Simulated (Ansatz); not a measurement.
**Potassium, bcc under PBE: how the plane-wave cutoff moves the result**

A convergence test of the plane-wave cutoff. The geometry was relaxed under PBE beforehand and stays fixed; 9 values are run, from 150 to 800 eV. Wanted are the values from which on the energy stays within 10 and 1 meV/atom, and the pressure within 0.5 GPa, of the last run. Within the series other settings stay, but some runs also write fields, which adds to their time. Spin polarisation is left out.

Method: DFT PBE, plane waves with PAW, scalar-relativistic, in Ansatz 0.2.0.

### 1 The starting structure

Symmetry: Im-3m, No. 229, cubic system. The conventional cell has a = 5.283 Å, b = 5.283 Å, c = 5.283 Å, α = 90.00°, β = 90.00°, γ = 90.00°.

Coordinates:

```cif
data_structure
_symmetry_space_group_name_H-M 'Im-3m'
_symmetry_Int_Tables_number 229
_cell_length_a 5.2834
_cell_length_b 5.2834
_cell_length_c 5.2834
_cell_angle_alpha 90.000
_cell_angle_beta 90.000
_cell_angle_gamma 90.000
_cell_volume 147.48
loop_
_atom_site_label
_atom_site_type_symbol
_atom_site_symmetry_multiplicity
_atom_site_Wyckoff_symbol
_atom_site_fract_x
_atom_site_fract_y
_atom_site_fract_z
_atom_site_occupancy
K1 K 2 a 0.00000 0.00000 0.00000 1
```

### 2 A run at the usual settings, for scale

input.yaml

```yaml
crystal:
  lattice:
    - [-2.6417142217, 2.6417142217, 2.6417142217]
    - [2.6417142217, -2.6417142217, 2.6417142217]
    - [2.6417142217, 2.6417142217, -2.6417142217]
  atoms:
    - { symbol: K, position: [0.0, 0.0, 0.0] }
hamiltonian:
  xc: pbe
  pseudopotentials:
    kind: paw
    azcp:
      K: "pseudopotentials/K.paw.azcp"
basis:
  ecutwfc: 420
  fft_grid_basis: typed
kpoints:
  mp_grid: { grid: [14, 14, 14], shift: [0, 0, 0] }
magnetization:
  spin_polarized: false
scf:
  occupations: { method: fermi_dirac, width: 0.1 }
  lower_state_search: "off"
output:
  stress: true
```

Run with:

```console
ansatz run input.yaml --threads 1 --pin off --max-ram 3584MiB --backend cpu --events-out ev --progress --plain --runs-dir out
```

Log, cut to the lines that bear on the results:

```text
[...]
Pseudopotentials: kind: paw
Pseudopotential: K, paw, valence charge 9, recommended cutoff 420 eV (normal), <dir>
Functional definition: PBE
[...]
Crystal: 1 atoms, lattice volume = 73.742 Å³
Basis set: ecut = 420 eV, 1433 PW (Γ)
Bands: 9, of which v1, the nominal top of the filled ones, is band 5 counted from 1 (4 counted from 0)
Symmetry: 48 space group operations
Space group: Im-3m (ITA 229), of the structure as read, at distance tolerance 4.2e-5 Å
k-points: 104 of 2744
[...]
SCF iter   1: F=—  HF=-1537.796912 eV  |F-HF|=—  |Δ(HF+E_count)|=         —  Δρ=3.10e-4  dr2=3.49e-5  ethr=1.77e-3  ⟨swp⟩=5.2  Hψ=6810  notcnv=0
[...]
SCF iter   6: F=-1537.796840 eV  HF=-1537.796840 eV  |F-HF|=2.07e-9  |Δ(HF+E_count)|=   2.74e-8  Δρ=1.85e-6  dr2=3.11e-9  ethr=9.27e-10  ⟨swp⟩=1.8  Hψ=3080  notcnv=0
[...]
SCF converged after 6 iterations
Free energy (F): -1537.796840 eV
[...]
E sigma→0 (E₀):  -1537.784052 eV
Entropy (-TS):   -0.025577 eV (-25.577 meV/atom)
Fermi energy:    1.750845 eV
[...]
--- Stress (GPa, compression-positive) ---
        0.009681       0.000000      -0.000000
        0.000000       0.009681       0.000000
        0.000000       0.000000       0.009681
  P = ⅓ Tr σ = 0.0097 GPa (0.097 kbar)
```

Wall time 4.7 s (1 thread of Intel Xeon Platinum 8259CL at 2.50GHz (Skylake/Cascade Lake), shared host); peak memory 0.54 GiB.

### 3 Run at 150 eV

The run at 150 eV.

input.yaml, as its differences from that of step 2:

```diff
@@ -14,6 +14,6 @@
 basis:
-  ecutwfc: 420
+  ecutwfc: 150
   fft_grid_basis: typed
 kpoints:
-  mp_grid: { grid: [14, 14, 14], shift: [0, 0, 0] }
+  mp_grid: { grid: [9, 9, 9], shift: [0, 0, 0] }
 magnetization:
@@ -25 +25,5 @@
   stress: true
+  write_density: true
+  write_potential: true
+  elf: true
+  volumetric_format: npy
```

Run with:

```console
ansatz run input.yaml --threads 1 --pin off --max-ram 3584MiB --backend cpu --events-out ev --progress --plain --runs-dir out
```

Log, cut to the lines that bear on the results:

```text
Warning: basis.ecutwfc = 150 eV is below the records' recommended 420 eV, and the density's cutoff is lower with it unless basis.ecutrho_ratio is high enough to keep the records' density cutoff: compare with a run at a higher cutoff
Warning: basis.ecutrho_ratio 4 (ecutrho = 600 eV, dense FFT grid 20×20×20): the grid does not resolve the core-correction charge of K (measure 0.08 e/Å^2.5); warned from 0.08. The energy and each atom's force then go with where the atoms sit on the grid: on a 12-atom cubic HfO2 cell under [...]
[... 3 set-up lines as earlier in the session ...]
[...]
Crystal: 1 atoms, lattice volume = 73.742 Å³
Basis set: ecut = 150 eV, 321 PW (Γ)
Bands: 9, of which v1, the nominal top of the filled ones, is band 5 counted from 1 (4 counted from 0)
[... 2 set-up lines as earlier in the session ...]
k-points: 35 of 729
[...]
SCF iter   1: F=—  HF=-1533.077243 eV  |F-HF|=—  |Δ(HF+E_count)|=         —  Δρ=4.50e-2  dr2=6.98e-1  ethr=1.77e-3  ⟨swp⟩=5.0  Hψ=2206  notcnv=0
[...]
SCF iter   7: F=-1532.770789 eV  HF=-1532.770789 eV  |F-HF|=7.45e-9  |Δ(HF+E_count)|=   2.56e-8  Δρ=2.34e-6  dr2=3.50e-9  ethr=1.11e-9  ⟨swp⟩=6.9  Hψ=1682  notcnv=0
[...]
SCF converged after 7 iterations
Free energy (F): -1532.770789 eV
[...]
E sigma→0 (E₀):  -1532.759318 eV
Entropy (-TS):   -0.022942 eV (-22.942 meV/atom)
Fermi energy:    1.817139 eV
[...]
--- Stress (GPa, compression-positive) ---
       -0.112599      -0.000000       0.000000
       -0.000000      -0.112599       0.000000
        0.000000       0.000000      -0.112599
  P = ⅓ Tr σ = -0.1126 GPa (-1.126 kbar)
--- Band table (eV; the first three rows and the last of 35) ---
  k-point 0: bands = ["-31.4901", "-14.2707", "-14.2707", "-14.2707", "-0.3899", "6.6098", "6.6098", "6.6098", "7.6506"]
[...]
```

It took 1.1 s on 1 thread of Intel Xeon Platinum 8259CL at 2.50GHz (Skylake/Cascade Lake), shared host; peak memory 0.44 GiB.

### 4 Run at 200 eV

The run at 200 eV.

input.yaml, as its differences from that of step 3:

```diff
@@ -14,3 +14,3 @@
 basis:
-  ecutwfc: 150
+  ecutwfc: 200
   fft_grid_basis: typed
```

Run with:

```console
ansatz run input.yaml --threads 1 --pin off --max-ram 3584MiB --backend cpu --events-out ev --progress --plain --runs-dir out
```

Log, cut to the lines that bear on the results:

```text
Warning: basis.ecutwfc = 200 eV is below the records' recommended 420 eV, and the density's cutoff is lower with it unless basis.ecutrho_ratio is high enough to keep the records' density cutoff: compare with a run at a higher cutoff
[...]
[... 3 set-up lines as earlier in the session ...]
[...]
Crystal: 1 atoms, lattice volume = 73.742 Å³
Basis set: ecut = 200 eV, 459 PW (Γ)
Bands: 9, of which v1, the nominal top of the filled ones, is band 5 counted from 1 (4 counted from 0)
[... 2 set-up lines as earlier in the session ...]
k-points: 35 of 729
[...]
SCF iter   1: F=—  HF=-1536.925392 eV  |F-HF|=—  |Δ(HF+E_count)|=         —  Δρ=1.45e-2  dr2=5.47e-2  ethr=1.77e-3  ⟨swp⟩=5.3  Hψ=2235  notcnv=0
[...]
SCF iter   6: F=-1536.907829 eV  HF=-1536.907829 eV  |F-HF|=3.77e-9  |Δ(HF+E_count)|=   8.10e-8  Δρ=1.85e-6  dr2=1.69e-9  ethr=1.11e-9  ⟨swp⟩=7.0  Hψ=1652  notcnv=0
[...]
SCF converged after 6 iterations
Free energy (F): -1536.907829 eV
[...]
E sigma→0 (E₀):  -1536.896212 eV
Entropy (-TS):   -0.023234 eV (-23.234 meV/atom)
Fermi energy:    1.794728 eV
[...]
--- Stress (GPa, compression-positive) ---
        0.054021       0.000000      -0.000000
        0.000000       0.054021       0.000000
        0.000000       0.000000       0.054021
  P = ⅓ Tr σ = 0.0540 GPa (0.540 kbar)
--- Band table (eV; the first three rows and the last of 35) ---
  k-point 0: bands = ["-30.6345", "-13.9005", "-13.9005", "-13.9005", "-0.3675", "6.3075", "6.3075", "6.3075", "7.3108"]
[...]
```

Wall time 1.3 s (1 thread of Intel Xeon Platinum 8259CL at 2.50GHz (Skylake/Cascade Lake), shared host); peak memory 0.44 GiB.

### 5 Run at 250 eV

The run at 250 eV.

input.yaml, as its differences from that of step 4:

```diff
@@ -14,3 +14,3 @@
 basis:
-  ecutwfc: 200
+  ecutwfc: 250
   fft_grid_basis: typed
@@ -25,5 +25 @@
   stress: true
-  write_density: true
-  write_potential: true
-  elf: true
-  volumetric_format: npy
```

Run with:

```console
ansatz run input.yaml --threads 1 --pin off --max-ram 3584MiB --backend cpu --events-out ev --progress --plain --runs-dir out
```

Log, cut to the lines that bear on the results:

```text
Warning: basis.ecutwfc = 250 eV is below the records' recommended 420 eV, and the density's cutoff is lower with it unless basis.ecutrho_ratio is high enough to keep the records' density cutoff: compare with a run at a higher cutoff
[...]
[... 3 set-up lines as earlier in the session ...]
[...]
Crystal: 1 atoms, lattice volume = 73.742 Å³
Basis set: ecut = 250 eV, 675 PW (Γ)
Bands: 9, of which v1, the nominal top of the filled ones, is band 5 counted from 1 (4 counted from 0)
[... 2 set-up lines as earlier in the session ...]
k-points: 35 of 729
[...]
SCF iter   1: F=—  HF=-1537.677698 eV  |F-HF|=—  |Δ(HF+E_count)|=         —  Δρ=4.02e-3  dr2=3.14e-3  ethr=1.77e-3  ⟨swp⟩=5.5  Hψ=2285  notcnv=0
[...]
SCF iter   6: F=-1537.677675 eV  HF=-1537.677675 eV  |F-HF|=1.86e-9  |Δ(HF+E_count)|=   1.10e-8  Δρ=2.00e-6  dr2=5.09e-9  ethr=1.11e-9  ⟨swp⟩=3.0  Hψ=778  notcnv=0
[...]
SCF converged after 6 iterations
Free energy (F): -1537.677675 eV
[...]
E sigma→0 (E₀):  -1537.665938 eV
Entropy (-TS):   -0.023474 eV (-23.474 meV/atom)
Fermi energy:    1.766447 eV
[...]
--- Stress (GPa, compression-positive) ---
        0.039998      -0.000000      -0.000000
        0.000000       0.039998      -0.000000
       -0.000000      -0.000000       0.039998
  P = ⅓ Tr σ = 0.0400 GPa (0.400 kbar)
```

It took 1.1 s on 1 thread of Intel Xeon Platinum 8259CL at 2.50GHz (Skylake/Cascade Lake), shared host; peak memory 0.44 GiB.

### 6 Run at 300 eV

The run at 300 eV.

input.yaml, as its differences from that of step 5:

```diff
@@ -14,3 +14,3 @@
 basis:
-  ecutwfc: 250
+  ecutwfc: 300
   fft_grid_basis: typed
@@ -25 +25,5 @@
   stress: true
+  write_density: true
+  write_potential: true
+  elf: true
+  volumetric_format: npy
```

Run with:

```console
ansatz run input.yaml --threads 1 --pin off --max-ram 3584MiB --backend cpu --events-out ev --progress --plain --runs-dir out
```

Log, cut to the lines that bear on the results:

```text
Warning: basis.ecutwfc = 300 eV is below the records' recommended 420 eV, and the density's cutoff is lower with it unless basis.ecutrho_ratio is high enough to keep the records' density cutoff: compare with a run at a higher cutoff
[...]
[... 3 set-up lines as earlier in the session ...]
[...]
Crystal: 1 atoms, lattice volume = 73.742 Å³
Basis set: ecut = 300 eV, 887 PW (Γ)
Bands: 9, of which v1, the nominal top of the filled ones, is band 5 counted from 1 (4 counted from 0)
[... 2 set-up lines as earlier in the session ...]
k-points: 35 of 729
[...]
SCF iter   1: F=—  HF=-1537.787825 eV  |F-HF|=—  |Δ(HF+E_count)|=         —  Δρ=9.37e-4  dr2=1.46e-4  ethr=1.77e-3  ⟨swp⟩=5.2  Hψ=2287  notcnv=0
[...]
SCF iter   6: F=-1537.787837 eV  HF=-1537.787837 eV  |F-HF|=1.05e-9  |Δ(HF+E_count)|=   2.39e-8  Δρ=1.59e-6  dr2=1.77e-9  ethr=3.21e-10  ⟨swp⟩=4.9  Hψ=1397  notcnv=0
[...]
SCF converged after 6 iterations
Free energy (F): -1537.787837 eV
[...]
E sigma→0 (E₀):  -1537.776112 eV
Entropy (-TS):   -0.023451 eV (-23.451 meV/atom)
Fermi energy:    1.758110 eV
[...]
--- Stress (GPa, compression-positive) ---
        0.001205      -0.000000       0.000000
        0.000000       0.001205      -0.000000
        0.000000       0.000000       0.001205
  P = ⅓ Tr σ = 0.0012 GPa (0.012 kbar)
--- Band table (eV; the first three rows and the last of 35) ---
  k-point 0: bands = ["-30.3882", "-13.8343", "-13.8343", "-13.8343", "-0.4023", "6.0403", "6.0403", "6.0403", "6.9356"]
[...]
```

It took 1.4 s on 1 thread of Intel Xeon Platinum 8259CL at 2.50GHz (Skylake/Cascade Lake), shared host; peak memory 0.47 GiB.

### 7 Run at 350 eV

The run at 350 eV.

input.yaml, as its differences from that of step 6:

```diff
@@ -14,3 +14,3 @@
 basis:
-  ecutwfc: 300
+  ecutwfc: 350
   fft_grid_basis: typed
```

Run with:

```console
ansatz run input.yaml --threads 1 --pin off --max-ram 3584MiB --backend cpu --events-out ev --progress --plain --runs-dir out
```

Log, cut to the lines that bear on the results:

```text
Warning: basis.ecutwfc = 350 eV is below the records' recommended 420 eV, and the density's cutoff is lower with it unless basis.ecutrho_ratio is high enough to keep the records' density cutoff: compare with a run at a higher cutoff
[...]
[... 3 set-up lines as earlier in the session ...]
[...]
Crystal: 1 atoms, lattice volume = 73.742 Å³
Basis set: ecut = 350 eV, 1061 PW (Γ)
Bands: 9, of which v1, the nominal top of the filled ones, is band 5 counted from 1 (4 counted from 0)
[... 2 set-up lines as earlier in the session ...]
k-points: 35 of 729
[...]
SCF iter   1: F=—  HF=-1537.797898 eV  |F-HF|=—  |Δ(HF+E_count)|=         —  Δρ=3.30e-4  dr2=3.61e-5  ethr=1.77e-3  ⟨swp⟩=5.1  Hψ=2286  notcnv=0
[...]
SCF iter   6: F=-1537.797819 eV  HF=-1537.797819 eV  |F-HF|=8.38e-10  |Δ(HF+E_count)|=   1.13e-8  Δρ=1.00e-6  dr2=8.77e-10  ethr=8.14e-10  ⟨swp⟩=4.7  Hψ=1492  notcnv=0
[...]
SCF converged after 6 iterations
Free energy (F): -1537.797819 eV
[...]
E sigma→0 (E₀):  -1537.786084 eV
Entropy (-TS):   -0.023471 eV (-23.471 meV/atom)
Fermi energy:    1.757521 eV
[...]
--- Stress (GPa, compression-positive) ---
        0.005272       0.000000      -0.000000
       -0.000000       0.005272      -0.000000
       -0.000000       0.000000       0.005272
  P = ⅓ Tr σ = 0.0053 GPa (0.053 kbar)
--- Band table (eV; the first three rows and the last of 35) ---
  k-point 0: bands = ["-30.3806", "-13.8309", "-13.8309", "-13.8309", "-0.4023", "6.0322", "6.0322", "6.0322", "6.9277"]
[...]
```

It took 2.2 s on 1 thread of Intel Xeon Platinum 8259CL at 2.50GHz (Skylake/Cascade Lake), shared host; peak memory 0.46 GiB.

### 8 Run at 420 eV

The run at 420 eV.

input.yaml, as its differences from that of step 7:

```diff
@@ -14,3 +14,3 @@
 basis:
-  ecutwfc: 350
+  ecutwfc: 420
   fft_grid_basis: typed
@@ -25,5 +25 @@
   stress: true
-  write_density: true
-  write_potential: true
-  elf: true
-  volumetric_format: npy
```

Run with:

```console
ansatz run input.yaml --threads 1 --pin off --max-ram 3584MiB --backend cpu --events-out ev --progress --plain --runs-dir out
```

Log, cut to the lines that bear on the results:

```text
[...]
[... 3 set-up lines as earlier in the session ...]
[...]
Crystal: 1 atoms, lattice volume = 73.742 Å³
Basis set: ecut = 420 eV, 1433 PW (Γ)
Bands: 9, of which v1, the nominal top of the filled ones, is band 5 counted from 1 (4 counted from 0)
[... 2 set-up lines as earlier in the session ...]
k-points: 35 of 729
[...]
SCF iter   1: F=—  HF=-1537.798362 eV  |F-HF|=—  |Δ(HF+E_count)|=         —  Δρ=3.08e-4  dr2=3.58e-5  ethr=1.77e-3  ⟨swp⟩=5.2  Hψ=2283  notcnv=0
[...]
SCF iter   6: F=-1537.798290 eV  HF=-1537.798290 eV  |F-HF|=9.40e-10  |Δ(HF+E_count)|=   1.02e-8  Δρ=8.15e-7  dr2=6.72e-10  ethr=8.55e-10  ⟨swp⟩=1.9  Hψ=1016  notcnv=0
[...]
SCF converged after 6 iterations
Free energy (F): -1537.798290 eV
[...]
E sigma→0 (E₀):  -1537.786556 eV
Entropy (-TS):   -0.023469 eV (-23.469 meV/atom)
Fermi energy:    1.757491 eV
[...]
--- Stress (GPa, compression-positive) ---
        0.004967       0.000000       0.000000
        0.000000       0.004967       0.000000
       -0.000000      -0.000000       0.004967
  P = ⅓ Tr σ = 0.0050 GPa (0.050 kbar)
```

Run time: 2 s. Hardware: 1 thread of Intel Xeon Platinum 8259CL at 2.50GHz (Skylake/Cascade Lake), shared host; peak memory 0.48 GiB.

### 9 Run at 500 eV

The run at 500 eV.

input.yaml, as its differences from that of step 8:

```diff
@@ -14,3 +14,3 @@
 basis:
-  ecutwfc: 420
+  ecutwfc: 500
   fft_grid_basis: typed
@@ -25 +25,5 @@
   stress: true
+  write_density: true
+  write_potential: true
+  elf: true
+  volumetric_format: npy
```

Run with:

```console
ansatz run input.yaml --threads 1 --pin off --max-ram 3584MiB --backend cpu --events-out ev --progress --plain --runs-dir out
```

Log, cut to the lines that bear on the results:

```text
[...]
[... 3 set-up lines as earlier in the session ...]
[...]
Crystal: 1 atoms, lattice volume = 73.742 Å³
Basis set: ecut = 500 eV, 1865 PW (Γ)
Bands: 9, of which v1, the nominal top of the filled ones, is band 5 counted from 1 (4 counted from 0)
[... 2 set-up lines as earlier in the session ...]
k-points: 35 of 729
[...]
SCF iter   1: F=—  HF=-1537.798379 eV  |F-HF|=—  |Δ(HF+E_count)|=         —  Δρ=3.14e-4  dr2=3.54e-5  ethr=1.77e-3  ⟨swp⟩=5.2  Hψ=2292  notcnv=0
[...]
SCF iter   6: F=-1537.798322 eV  HF=-1537.798322 eV  |F-HF|=1.12e-9  |Δ(HF+E_count)|=   2.50e-9  Δρ=9.29e-7  dr2=8.37e-10  ethr=1.06e-9  ⟨swp⟩=4.8  Hψ=1490  notcnv=0
[...]
SCF converged after 6 iterations
Free energy (F): -1537.798322 eV
[...]
E sigma→0 (E₀):  -1537.786588 eV
Entropy (-TS):   -0.023469 eV (-23.469 meV/atom)
Fermi energy:    1.757492 eV
[...]
--- Stress (GPa, compression-positive) ---
        0.004961       0.000000       0.000000
        0.000000       0.004961       0.000000
       -0.000000      -0.000000       0.004961
  P = ⅓ Tr σ = 0.0050 GPa (0.050 kbar)
--- Band table (eV; the first three rows and the last of 35) ---
  k-point 0: bands = ["-30.3801", "-13.8306", "-13.8306", "-13.8306", "-0.4024", "6.0311", "6.0311", "6.0311", "6.9261"]
[...]
```

Wall time 3.2 s (1 thread of Intel Xeon Platinum 8259CL at 2.50GHz (Skylake/Cascade Lake), shared host); peak memory 0.51 GiB.

### 10 Run at 600 eV

The run at 600 eV.

input.yaml, as its differences from that of step 9:

```diff
@@ -14,3 +14,3 @@
 basis:
-  ecutwfc: 500
+  ecutwfc: 600
   fft_grid_basis: typed
@@ -25,5 +25 @@
   stress: true
-  write_density: true
-  write_potential: true
-  elf: true
-  volumetric_format: npy
```

Run with:

```console
ansatz run input.yaml --threads 1 --pin off --max-ram 3584MiB --backend cpu --events-out ev --progress --plain --runs-dir out
```

Log, cut to the lines that bear on the results:

```text
[...]
[... 3 set-up lines as earlier in the session ...]
[...]
Crystal: 1 atoms, lattice volume = 73.742 Å³
Basis set: ecut = 600 eV, 2491 PW (Γ)
Bands: 9, of which v1, the nominal top of the filled ones, is band 5 counted from 1 (4 counted from 0)
[... 2 set-up lines as earlier in the session ...]
k-points: 35 of 729
[...]
SCF iter   1: F=—  HF=-1537.798391 eV  |F-HF|=—  |Δ(HF+E_count)|=         —  Δρ=3.18e-4  dr2=3.78e-5  ethr=1.77e-3  ⟨swp⟩=5.3  Hψ=2311  notcnv=0
[...]
SCF iter   6: F=-1537.798339 eV  HF=-1537.798339 eV  |F-HF|=1.58e-10  |Δ(HF+E_count)|=   1.21e-8  Δρ=1.56e-6  dr2=1.96e-9  ethr=1.11e-9  ⟨swp⟩=3.5  Hψ=795  notcnv=0
[...]
SCF converged after 6 iterations
Free energy (F): -1537.798339 eV
[...]
E sigma→0 (E₀):  -1537.786605 eV
Entropy (-TS):   -0.023469 eV (-23.469 meV/atom)
Fermi energy:    1.757480 eV
[...]
--- Stress (GPa, compression-positive) ---
        0.004879       0.000000       0.000000
       -0.000000       0.004879       0.000000
        0.000000       0.000000       0.004879
  P = ⅓ Tr σ = 0.0049 GPa (0.049 kbar)
```

Run time: 2.2 s. Hardware: 1 thread of Intel Xeon Platinum 8259CL at 2.50GHz (Skylake/Cascade Lake), shared host; peak memory 0.51 GiB.

### 11 Run at 800 eV

The run at 800 eV.

input.yaml, as its differences from that of step 10:

```diff
@@ -14,3 +14,3 @@
 basis:
-  ecutwfc: 600
+  ecutwfc: 800
   fft_grid_basis: typed
```

Run with:

```console
ansatz run input.yaml --threads 1 --pin off --max-ram 3584MiB --backend cpu --events-out ev --progress --plain --runs-dir out
```

Log, cut to the lines that bear on the results:

```text
[...]
[... 3 set-up lines as earlier in the session ...]
[...]
Crystal: 1 atoms, lattice volume = 73.742 Å³
Basis set: ecut = 800 eV, 3805 PW (Γ)
Bands: 9, of which v1, the nominal top of the filled ones, is band 5 counted from 1 (4 counted from 0)
[... 2 set-up lines as earlier in the session ...]
k-points: 35 of 729
[...]
SCF iter   1: F=—  HF=-1537.798374 eV  |F-HF|=—  |Δ(HF+E_count)|=         —  Δρ=3.16e-4  dr2=3.58e-5  ethr=1.77e-3  ⟨swp⟩=5.3  Hψ=2321  notcnv=0
[...]
SCF iter   6: F=-1537.798350 eV  HF=-1537.798350 eV  |F-HF|=9.27e-10  |Δ(HF+E_count)|=   1.55e-8  Δρ=8.87e-7  dr2=7.19e-10  ethr=7.50e-10  ⟨swp⟩=1.9  Hψ=1034  notcnv=0
[...]
SCF converged after 6 iterations
Free energy (F): -1537.798350 eV
[...]
E sigma→0 (E₀):  -1537.786616 eV
Entropy (-TS):   -0.023469 eV (-23.469 meV/atom)
Fermi energy:    1.757484 eV
[...]
--- Stress (GPa, compression-positive) ---
        0.004919       0.000000      -0.000000
        0.000000       0.004919       0.000000
       -0.000000       0.000000       0.004919
  P = ⅓ Tr σ = 0.0049 GPa (0.049 kbar)
```

It took 3.1 s on 1 thread of Intel Xeon Platinum 8259CL at 2.50GHz (Skylake/Cascade Lake), shared host; peak memory 0.56 GiB.

### 12 All values side by side

Energies count from the run at 800 eV.

```tsv
cutoff (eV)	plane waves at Γ	E(σ → 0) (meV/atom)	P (GPa)	SCF cycles	CPU time
150	321	5027.30	-0.11	7	1.1 s
200	459	890.40	0.05	6	1.3 s
250	675	120.68	0.04	6	1.1 s
300	887	10.50	0.00	6	1.4 s
350	1061	0.53	0.01	6	2.2 s
420	1433	0.06	0.00	6	2 s
500	1865	0.03	0.00	6	3.2 s
600	2491	0.01	0.00	6	2.2 s
800	3805	0.00	0.00	6	3.1 s
```

### 13 Summary of results

| quantity | value |
| --- | --- |
| E(σ → 0) stays within 10 meV/atom of 800 eV | from 350 eV on |
| E(σ → 0) stays within 1 meV/atom | from 350 eV on |
| pressure stays within 0.5 GPa | from 150 eV on |
| pressure at 800 eV | 0.00 GPa |
| CPU time, dearest over cheapest | 2.9 |
| run at the usual settings (mesh 14×14×14 against the series' 9×9×9, 420 eV) | +2.6 meV/atom from 800 eV, 0.01 GPa |

What this shows: At 150 eV the energy differs by +5027 meV/atom and the pressure by -0.1 GPa. Each step up in cutoff lowers the energy. Total energies within 1 meV/atom need 350 eV; differences between like structures often settle sooner. The cell taken over is 3 % larger than the measured one (71.32 Å³/atom, COD).
